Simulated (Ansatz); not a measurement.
**Ansatz 0.2.0, single run: SrVO$_{3}$**

Input:

```yaml
crystal:
  lattice:
    - [3.733338, 0.000536, 0.004508]
    - [0.000536, 3.745543, 0.018089]
    - [0.004508, 0.018089, 3.733321]
  atoms:
    - { symbol: Sr, position: [0.506532, 0.502297, 0.523212] }
    - { symbol: V, position: [0.001311, 0.001852, 0.005421], spin: 0.8, spin_axis: [0, 0, 1] }
    - { symbol: O, position: [0.491781, 0.011263, 0.001063] }
    - { symbol: O, position: [0.983471, 0.504382, 0.008451] }
    - { symbol: O, position: [0.987953, 0.996766, 0.501403] }
kpoints:
  mp_grid: { grid: [5, 5, 5], shift: [0.5, 0.5, 0.5] }
magnetization:
  noncollinear: true
  spin_orbit: true
scf:
  occupations: { method: methfessel_paxton, width: 0.0276 }
hamiltonian:
  pseudopotentials: { kind: paw_fr }
  xc: r2scan
  hubbard:
    projectors: all-electron-ortho-atomic
    sites: [{ species: V, l: d, u_eff: 1.04 }]
basis:
  ecutwfc: 500
output:
  forces: true
  stress: true
  eigenvalues: true
```

Launch command:

```bash
ansatz run input.yaml --threads 1 --pin off --max-ram 2560MiB --backend cpu --events-out ev --progress --plain --runs-dir out
```

Origin of the cell: a strained cell with displaced atoms, so it need not be a known compound.

Output (shortened):

```
SCF iter   1: F=—  HF=-8178.088360 eV  Δρ=5.76e-2  dr2=1.71e0  dr2_τ=1.05e-1  dr2_m=3.07e-1  |M|=1.01e-1 ∫|m|=3.31e-1 μB  defer=3
SCF iter   2: F=—  HF=-8178.512627 eV  S|Δr|=    0.00e0  Δρ=4.00e-2  dr2=7.49e-1  dr2_τ=8.10e-3  dr2_m=7.20e-3  |M|=4.06e-2 ∫|m|=2.40e-1 μB  defer=586  κ⁻¹=1.0e0(r=1)
SCF iter   3: F=—  HF=-8178.568492 eV  S|Δr|=    0.00e0  Δρ=2.27e-2  dr2=2.17e-1  dr2_τ=4.91e-3  dr2_m=3.11e-4  |M|=4.03e-2 ∫|m|=2.10e-1 μB  defer=586  κ⁻¹=1.4e-2(r=2)
SCF iter   4: F=—  HF=-8178.587586 eV  S|Δr|=    0.00e0  Δρ=1.39e-2  dr2=8.52e-2  dr2_τ=3.29e-3  dr2_m=7.13e-4  |M|=4.02e-2 ∫|m|=1.65e-1 μB  defer=554  κ⁻¹=4.0e-3(r=3)
SCF iter   5: F=—  HF=-8178.580672 eV  S|Δr|=    0.00e0  Δρ=6.16e-3  dr2=9.76e-3  dr2_τ=5.28e-4  dr2_m=1.90e-4  |M|=4.00e-2 ∫|m|=1.41e-1 μB  defer=554  κ⁻¹=7.4e-4(r=4)
SCF iter   6: F=—  HF=-8178.591250 eV  S|Δr|=    0.00e0  Δρ=2.07e-3  dr2=1.97e-3  dr2_τ=7.29e-5  dr2_m=1.51e-4  |M|=3.99e-2 ∫|m|=1.22e-1 μB  defer=538
SCF iter   7: F=—  HF=-8178.595035 eV  S|Δr|=    0.00e0  Δρ=1.04e-3  dr2=4.74e-4  dr2_τ=1.68e-5  dr2_m=7.05e-5  |M|=3.98e-2 ∫|m|=1.04e-1 μB  defer=538  κ⁻¹=1.0e0(r=1)
SCF iter   8: F=—  HF=-8178.599157 eV  S|Δr|=    0.00e0  Δρ=6.34e-4  dr2=1.52e-4  dr2_τ=4.89e-6  dr2_m=2.55e-5  |M|=3.96e-2 ∫|m|=8.23e-2 μB  defer=538  κ⁻¹=9.1e-2(r=2)
SCF iter   9: F=—  HF=-8178.601435 eV  S|Δr|=    0.00e0  Δρ=4.07e-4  dr2=4.95e-5  dr2_τ=1.04e-6  dr2_m=4.96e-6  |M|=3.92e-2 ∫|m|=6.24e-2 μB  defer=538  κ⁻¹=1.6e-2(r=3)
SCF iter  10: F=—  HF=-8178.601710 eV  S|Δr|=    0.00e0  Δρ=3.55e-4  dr2=3.35e-5  dr2_τ=5.38e-7  dr2_m=4.15e-6  |M|=3.93e-2 ∫|m|=5.89e-2 μB  defer=538  κ⁻¹=2.0e-3(r=4)
[… 5 lines left out …]
SCF iter  16: F=—  HF=-8178.601964 eV  S|Δr|=    0.00e0  Δρ=5.95e-4  dr2=7.14e-5  dr2_τ=2.80e-6  dr2_m=4.04e-5  |M|=3.95e-2 ∫|m|=7.33e-2 μB  defer=538  κ⁻¹=1.5e-3(r=8)
SCF iter  17: F=—  HF=-8178.602108 eV  S|Δr|=    0.00e0  Δρ=1.34e-4  dr2=5.01e-6  dr2_τ=1.28e-7  dr2_m=1.65e-6  |M|=3.97e-2 ∫|m|=6.49e-2 μB  defer=538  κ⁻¹=1.3e-3(r=8)
SCF iter  18: F=—  HF=-8178.602105 eV  S|Δr|=    0.00e0  Δρ=1.46e-4  dr2=5.88e-6  dr2_τ=2.00e-7  dr2_m=2.71e-6  |M|=3.97e-2 ∫|m|=6.42e-2 μB  defer=538  κ⁻¹=4.0e-4(r=8)
SCF iter  19: F=—  HF=-8178.602117 eV  S|Δr|=    0.00e0  Δρ=9.91e-5  dr2=2.79e-6  dr2_τ=9.34e-8  dr2_m=1.24e-6  |M|=3.97e-2 ∫|m|=6.52e-2 μB  defer=538  κ⁻¹=3.0e-4(r=8)
SCF iter  20: F=—  HF=-8178.602121 eV  S|Δr|=    0.00e0  Δρ=5.34e-5  dr2=9.52e-7  dr2_τ=2.95e-8  dr2_m=3.65e-7  |M|=3.97e-2 ∫|m|=6.58e-2 μB  defer=538  κ⁻¹=1.1e-4(r=8)
SCF iter  21: F=-8178.602122 eV  HF=-8178.602122 eV  S|Δr|=    0.00e0  Δρ=1.46e-5  dr2=8.47e-8  dr2_τ=1.70e-9  dr2_m=1.45e-8  |M|=3.96e-2 ∫|m|=6.62e-2 μB  κ⁻¹=3.1e-5(r=8)
SCF iter  22: F=-8178.602122 eV  HF=-8178.602122 eV  S|Δr|=    0.00e0  Δρ=1.59e-5  dr2=7.20e-8  dr2_τ=2.55e-9  dr2_m=3.21e-8  |M|=3.96e-2 ∫|m|=6.64e-2 μB  κ⁻¹=8.2e-6(r=8)
SCF iter  23: F=-8178.602123 eV  HF=-8178.602123 eV  S|Δr|=    0.00e0  Δρ=4.14e-6  dr2=5.41e-9  dr2_τ=1.24e-10  dr2_m=1.11e-9  |M|=3.97e-2 ∫|m|=6.62e-2 μB  κ⁻¹=4.4e-6(r=8)
SCF iter  24: F=-8178.602123 eV  HF=-8178.602123 eV  S|Δr|=    0.00e0  Δρ=2.06e-6  dr2=1.81e-9  dr2_τ=3.40e-11  dr2_m=2.08e-10  |M|=3.97e-2 ∫|m|=6.62e-2 μB  κ⁻¹=6.5e-6(r=8)
SCF iter  25: F=-8178.602123 eV  HF=-8178.602123 eV  S|Δr|=    0.00e0  Δρ=1.22e-6  dr2=5.27e-10  dr2_τ=1.25e-11  dr2_m=3.53e-11  |M|=3.97e-2 ∫|m|=6.62e-2 μB
SCF 1 converged in 25 iterations: F = -8178.602123 eV  dr2 = 5.27e-10
SCF converged after 25 iterations
Stability not checked: this state was not tested for a lower state beside it, because cold or Methfessel-Paxton smearing, or corrected tetrahedra, fill the levels in a way that the test cannot read (fill_not_monotonic; […]
Magnetization: |M| = 0.0397 μB,  M = (+0.0001, -0.0003, +0.0396) μB
Absolute magnetization: 0.0735 μB (∫|m|, with the PAW one-centre terms)
  site 0: m = (+0.0000, -0.0000, -0.0000) μB, |m| = 0.0000 μB  (R = 1.05 Å)
  site 1: m = (+0.0000, -0.0002, +0.0317) μB, |m| = 0.0317 μB  (R = 0.76 Å)
  site 2: m = (+0.0000, -0.0000, -0.0014) μB, |m| = 0.0014 μB  (R = 0.76 Å)
  site 3: m = (+0.0000, -0.0003, +0.0001) μB, |m| = 0.0003 μB  (R = 0.77 Å)
  site 4: m = (-0.0000, +0.0003, -0.0003) μB, |m| = 0.0004 μB  (R = 0.76 Å)
Free energy (F): -8178.602123 eV
Harris-Foulkes:  -8178.602123 eV  (|F-HF|=8.49e-10)
Internal energy: -8178.602167 eV  (E = F + TS)
E sigma→0 (E₀):  -8178.602134 eV
Entropy (-TS):   0.000045 eV (0.009 meV/atom)
Fermi energy:    14.363876 eV
--- Per-component energies (eV) ---
  E_band       = -208.428965
  E_kinetic    = 1125.001044
  E_local      = -2526.113758  (includes V_loc(G=0)·N_el)
  E_nonlocal   = 293.339450
  E_hartree    = 948.394239
  E_xc         = -516.851320
  E_vxc        = -687.338354  (∫ρ·V_xc dr)
  E_hubbard    = 1.159714  (on-site DFT+U / exact-exchange correction)
  E_vhub       = 0.560937  (the Hubbard potential's part of the band-sum identity)
  E_paw        = -4309.121171  (= ΣΔE_a)
  E_vpaw       = -352.456296  (= ΣTr[D̂ρ^β])
  E_aug_tail   = 0.002993  (compensation charges beyond the density's cutoff)
  E_vtau       = 41.786742  (kinetic-family band-sum trace: ∫τ·v_τ [+ j·A + Jᵃ·Aᵃ] dr)
  E_ewald      = -3193.905428
  E_core_change = -0.507928  (= ΣΔE_core)
  E_smearing   = 0.000045  (= −TS)
  Σ components = -8178.602123   (vs F -8178.602123, Δ=0.00e0)
--- Hubbard shell moments (per corrected site; Tr N, ν in electrons; μ in μ_B) ---
[… 3 lines left out …]
  atom   2  V     -0.676091     0.149269     0.059583
  atom   3  O      0.159869    -0.278645     0.155247
  atom   4  O      0.492687    -0.113256    -0.081458
  atom   5  O      0.343519     0.199123     0.363890
  max |Σ_I F_I| component: 2.98e-5 eV/Å
--- Stress (GPa, compression-positive) ---
       18.042395       0.104612      -0.064862
        0.104614      16.854404      -1.439359
       -0.064852      -1.439376      17.913706
  P = ⅓ Tr σ = 17.6035 GPa (176.035 kbar)
Occupation matrices written to <dir>
```

Caveats: a starting moment was lost; the k mesh is coarse if the cell is a metal; the run holds no moments, so a magnetic state may lie lower.

It ran for 300 s of wall time on 1 CPU thread(s) of a shared host, from the program's own first density.
